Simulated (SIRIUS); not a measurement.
Runs of SIRIUS 7.12.0 on SiC (Moissanite). The structure is hexagonal, space group P6_3mc (No. 186). Conventional cell: a = 3.076 Å, b = 3.076 Å, c = 5.048 Å, α = 90.00°, β = 90.00°, γ = 120.00°. Si (site symmetry 3m) is surrounded by 4 C at 1.87 to 1.94 Å. C (site symmetry 3m) is surrounded by 4 Si at 1.87 to 1.94 Å. 

```csv
task,level,potentials or basis,energy tol,density tol,mixer,mixing beta,max scf,gap on the mesh (eV),pressure (GPa),V0 of scaled cells (Å³/atom),B0 (GPa),largest force (eV/Å)
single point,PBE,PseudoDojo 0.4.1 PBE standard (scalar relativistic),1e-08 Ha,1e-06,anderson,0.7,100,2.49,3.7,-,-,0.76
single point,PBEsol,PseudoDojo 0.4.1 PBEsol standard (scalar relativistic),1e-08 Ha,1e-06,anderson,0.7,100,2.33,0.3,-,-,0.76
equation of state,PBE,PseudoDojo 0.4.1 PBE standard (scalar relativistic),-,-,-,-,-,-,-,(b),(a),-
equation of state,PBEsol,PseudoDojo 0.4.1 PBEsol standard (scalar relativistic),-,-,-,-,-,-,-,10.36,221,-
```

Alike in all rows: no spin polarisation; cell as given; k mesh 10 × 10 × 5; cutoff (eV) 1127; smearing fermi-dirac 0.05 eV.

Q: Fill in the values left out.

A: (a) 212; (b) 10.52.

Caveats: an odd mesh through Γ misses points on the zone boundary, where band edges often lie (some runs); the cell was scaled at fixed shape and fractional positions, which overstates the stiffness of a crystal with free parameters, most of all of layers and chains (some runs).

Not every run made on this cell is shown here.
